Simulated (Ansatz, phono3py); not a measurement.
# Heat carried by phonons in RbCl (Fm-3m), part 2 of 4

Wanted: κ(T), lifetimes and mean free paths for RbCl.

Measurements to reproduce:
- thermal conductivity 2.8 W/m/K near room temperature (given in “Combining the AFLOW GIBBS and Elastic Libraries to efficiently and robustly screen thermo-mechanical properties of solids”, 2017, arXiv:1611.05714)

Ansatz 0.2.0; DFT LDA, scalar-relativistic, plane waves, PAW; PAW set soft_1.

So far. Step 2 (A first coarse run): The start is under -1.4 GPa at this level and looks like an insulator or semiconductor on this mesh. The relaxed cell has a = 6.377 Å (conventional setting).

The database entry behind the starting cell differs from later determinations by our own check (about 0.5 % short), so it need not match the best structure at ambient conditions.

## 4. Tight relaxation

The relaxation is repeated with tighter thresholds on force and stress, since phonons are sensitive to what is left; a change of mesh or smearing in the input moves the cell too.

The input, input.yaml:

```yaml
crystal:
  lattice:
    - [0.0, 3.1886499152, 3.1886499152]
    - [3.1886499152, 0.0, 3.1886499152]
    - [3.1886499152, 3.1886499152, 0.0]
  atoms:
    - { symbol: Rb, position: [0.0, 0.0, 0.0] }
    - { symbol: Cl, position: [0.5, 0.5, 0.5] }
kpoints:
  mp_grid: { grid: [6, 6, 6] }
hamiltonian:
  xc: lda
  pseudopotentials: { kind: paw, azcp: { folder: soft_1 }, xc_functional: pbe }
scf:
  occupations: { method: fixed }
  lower_state_search: "off"
output:
  forces: true
  stress: true
  eigenvalues: true
  write_density: true
  write_potential: true
  elf: true
  volumetric_format: npy
relax:
  adjacent_minimum: "off"
  f_tol: 0.001
  max_steps: 60
  cell: { stress_tol: 0.01 }
```

Command:

```console
$ ansatz run input.yaml --threads 8 --pin off --max-ram 19456MiB --backend cpu --events-out ev --progress --plain --runs-dir out
```

Numbers of over 12 decimals in the logs are rounded to 6 here.

Output:

```text
[...]
Crystal: 2 atoms, lattice volume = 64.841 Å³
Basis set: ecut = 420 eV, 1243 PW (Γ)
Bands: 12, of which v1, the nominal top of the filled ones, is band 8 counted from 1 (7 counted from 0)
Symmetry: 48 space group operations
[...]
k-points: 16 of 216
[...]
SCF iter   1: F=—  HF=-4219.559050 eV  |F-HF|=—  |Δ(HF+E_count)|=         —  Δρ=4.16e-2  dr2=2.03e0  ethr=3.10e-3  ⟨swp⟩=6.0  Hψ=1104  notcnv=0  defer=29
[...]
SCF iter   7: F=-4218.769714 eV  HF=-4218.769714 eV  |F-HF|=3.95e-9  |Δ(HF+E_count)|=   8.18e-8  Δρ=3.90e-6  dr2=6.58e-9  ethr=6.25e-10  ⟨swp⟩=13.1  Hψ=1790  notcnv=0
SCF 1 converged in 7 iterations: F = -4218.769714 eV  dr2 = 6.58e-9
[...]
relax step   1: F+E_penalty+E_count = -4218.76971429 eV  Δ(F+E_penalty+E_count) = +0.000e0 eV  max|allowed force component| = 7.461e-30 eV/Å  Δτ_max = 0.0000 Å  P = +0.004 GPa  Ω = 64.841 Å³  (7 SCF iters, dr2 threshold 1.00e-7 eV, accepted)
[...]
SCF iter   5: F=-4218.769714 eV  HF=-4218.769714 eV  |F-HF|=1.82e-12  |Δ(HF+E_count)|=  9.09e-13  Δρ=1.88e-8  dr2=7.61e-14  ethr=1.00e-12  ⟨swp⟩=9.9  Hψ=1211  notcnv=0
SCF 2 converged in 5 iterations: F = -4218.769714 eV  dr2 = 7.61e-14
relax step   2: F+E_penalty+E_count = -4218.76971429 eV  Δ(F+E_penalty+E_count) = -2.311e-9 eV  max|allowed force component| = 9.483e-30 eV/Å  Δτ_max = 0.0000 Å  P = +0.004 GPa  Ω = 64.841 Å³  stress off target by 3.57e-3 GPa  SCF on the basis re-selected at this cell (its energy is not comparable with the rows above)  (5 SCF iters)
basis re-selected at this cell: Δ(F+E_penalty+E_count) = -2.311e-9 eV, ΔP = -0.000 GPa vs the last step (what re-selecting the basis moved, of the pressure what is left beyond the Pulay correction that the steps carried, after the strain that the cell walked since its last selection, with what the two solves' SCF thresholds leave and, on support functions, any second-order correction that the steps lacked; it is no m [...]
SCF converged after 5 iterations
Free energy (F): -4218.769714 eV
[...]
Internal energy: -4218.769714 eV  (E = F + TS)
E sigma→0 (E₀):  -4218.769714 eV
Fermi energy:    1.407226 eV
[...]
--- Stress (GPa, compression-positive) ---
        0.003571       0.000000       0.000000
        0.000000       0.003571       0.000000
       -0.000000       0.000000       0.003571
  P = ⅓ Tr σ = 0.0036 GPa (0.036 kbar)
--- Band table (eV; the first three rows and the last of 16) ---
  k-point 0: bands = [... 4 lower, -6.2927, 1.4072, 1.4072, 1.4072, 6.2576, 9.1519, 9.1519, 9.1519]
  k-point 1: bands = [... 4 lower, -6.2789, 1.0751, 1.2861, 1.2861, 6.9644, 8.9613, 9.5343, 9.5343]
  k-point 2: bands = [... 4 lower, -6.2518, 0.5436, 1.0608, 1.0608, 8.3815, 9.0333, 10.6031, 10.6031]
  k-point 15: bands = [... 4 lower, -6.3124, 0.9536, 1.1201, 1.2267, 7.9636, 9.8637, 10.3419, 11.4111]
--- Relaxed structure (1 steps of the walk, 1 accepted, 1 SCFs on fresh bases) ---
[...]
cell:  # Å, volume = 64.8411 Å³
    - [0.0, 3.1886499152, 3.1886499152]
    - [3.1886499152, 0.0, 3.1886499152]
    - [3.1886499152, 3.1886499152, 0.0]
  atoms:
    - { symbol: Rb, position: [0.0, 0.0, 0.0] }
    - { symbol: Cl, position: [0.5, 0.5, 0.5] }
```

The job ended after 0.55 s (8 threads of Arm Neoverse V1, shared host; peak memory 0.31 GiB).

Little changed from the start: no atom moved by 0.005 Å and no cell edge by 0.1 %.

Valence density in the ac plane of the conventional cell at fractional y = 0.000, with atoms of Rb and Cl within 0.2 Å of it. It is the smooth field of the valence electrons, not physical close to the nuclei.

Ten even steps from '_' (0.0 e/Å³) to '@' (2.0 e/Å³), each cell a mean:
```
%%@@++..____::####**%%==..____--%%@@
%%**--______..==####++::______..++%%
--::__________..::--::..________..--
____________________________________
____________________________________
....____________......____________..
++--..________--++**==..______..::==
%%##--..____::**@@@@%%==..____::++%%
==%%++..____--%%%%**@@**..____--##**
**%%==..____--%%@@%%@@++..____::####
##++::______..++%%%%**--______..==##
--::..________..----::__________..::
____________________________________
____________________________________
....____________......____________..
**==..______..::==++--..________--++
@@%%==..____::++%%%%##--..____::**@@
**@@**..____--##**==%%++..____--%%%%
```
Columns run along a (6.4 Å), rows up along c (6.4 Å), edges of the conventional cell, whose origin can differ from the input's. Atoms in or near the plane, at fractional coordinates: Rb at (0.00, 0.00), Rb at (0.50, 0.50), Cl at (0.50, 0.00), Cl at (0.00, 0.50).

ELF in the ac plane of the conventional cell at fractional y = 0.000, with atoms of Rb and Cl within 0.2 Å of it. It is the smooth field of the valence electrons, not physical close to the nuclei.

Ten even steps from '_' (0.01) to '@' (0.86), each cell a mean:
```
--%%@@++..==@@@@##++%%@@##::::%%@@++
@@@@@@==__==%%@@@@@@@@@@**....##@@@@
%%%%++..__::**%%@@@@@@%%==____--##%%
::::..______::====++==--..______..::
::....__________....____________..::
####**--____..==++++++::____..==**##
@@@@@@**....++@@@@@@@@##::__--%%@@@@
%%@@@@##..::%%@@%%##@@@@++__==@@@@%%
--%%@@##::::%%@@--..##@@++..++@@@@++
++%%@@##::::%%@@++--%%@@++..==@@@@##
@@@@@@**....##@@@@@@@@@@==__==%%@@@@
@@@@%%==____--##%%%%%%++..__::**%%@@
++==--..______..::::::..______::====
..____________..::::....__________..
++++::____..==**######**--____..==++
@@@@##::__--%%@@@@@@@@@@**....++@@@@
##@@@@++__==@@@@%%%%@@@@##..::%%@@%%
..##@@++..++@@@@++--%%@@##::::%%@@--
```
Columns run along a (6.4 Å), rows up along c (6.4 Å), edges of the conventional cell, whose origin can differ from the input's. Atoms in or near the plane, at fractional coordinates: Rb at (0.00, 0.00), Rb at (0.50, 0.50), Cl at (0.50, 0.00), Cl at (0.00, 0.50).

Electrostatic potential energy in the ac plane of the conventional cell at fractional y = 0.000, with atoms of Rb and Cl within 0.2 Å of it. With pseudopotentials it is smooth inside the atoms' cores, unlike the true potential.

Values in eV, 10 rows by 16 columns, each cell a mean:
```
 -86  -50   -7    4    7    5  -13  -32  -34  -24    0    7    6   -1  -27  -77
  -6   -1    4    6    7    8    6    1    0    4    7    8    7    5    1   -4
   6    7    7    8    7    7    6    5    5    6    7    7    8    7    7    6
  -9   -1    6    8    7    4   -3  -16  -20   -8    2    6    7    7    3   -6
 -37  -29   -3    6    5   -2  -37  -93 -100  -66  -10    3    7    4  -19  -36
 -34  -24    0    7    6   -1  -27  -77  -86  -50   -7    4    7    5  -13  -32
   0    4    7    8    7    5    1   -4   -6   -1    4    6    7    8    6    1
   5    6    7    7    8    7    7    6    6    7    7    8    7    7    6    5
 -20   -8    2    6    7    7    3   -6   -9   -1    6    8    7    4   -3  -16
-100  -66  -10    3    7    4  -19  -36  -37  -29   -3    6    5   -2  -37  -93
```
Columns run along a (6.4 Å; values clipped at the 3rd and 97th percentile), rows up along c (6.4 Å), edges of the conventional cell, whose origin can differ from the input's. Atoms in or near the plane, at fractional coordinates: Rb at (0.00, 0.00), Rb at (0.50, 0.50), Cl at (0.50, 0.00), Cl at (0.00, 0.50).

The residual pressure is 0.0036 GPa, small enough for phonons.

## 5. An input with a fault

This input was changed on purpose, to see how the program answers.

input.yaml, the sections that differ from step 4:

```yaml
scf:
  occupations: { method: fixed }
  lower_state_search: "off"
  max_iter: 60
output:
  eigenvalues: true
phonons:
  supercell: [2, 2, 2]
  dielectric: false
  third_order: { supercell: [2, 2, 2], pair_cutoff: 3.339 }
  lattice_thermal_conductivity:
    qmesh: [9, 10, 11]
    temperatures: [300]
    isotope_mass_variance:
      - { species: Cl, variance: 0.0005827 }
      - { species: Rb, variance: 0.0001097 }
# crystal, kpoints, hamiltonian: as in step 4
# relax: removed
```

Output:

```text
Error: invalid value for `phonons.lattice_thermal_conductivity.qmesh`: [9, 10, 11] is not mapped onto itself by every operation of the crystal's point group, which phonons.lattice_thermal_conductivity requires of this mesh (its Boltzmann solve uses the whole point group); the smallest at or above it that is: [11, 11, 11]
```

It took 0.1 s on 8 threads; peak memory 0.092 GiB.

The program refused the input before any cycle.

The program's message: “Error: invalid value for `phonons.lattice_thermal_conductivity.qmesh`: [9, 10, 11] is not mapped onto itself by every operation of the crystal's point group, which phonons.lattice_thermal_conductivity …”

The fault put into the input: a q mesh that breaks the point group.

(Part 2 of 4 ends here.)

[Logs are printed without paths, hosts, clocks, repeated set-up lines and the standing remarks that a program may print on its own settings, such as how far it seeks lower states.]

[Hosts, paths, dates, database ids (printed as entryN), source tags and the programs' standing remarks are cut or masked in the printed files.]

[A step with changed settings may run another functional than the one named; its input shows which.]
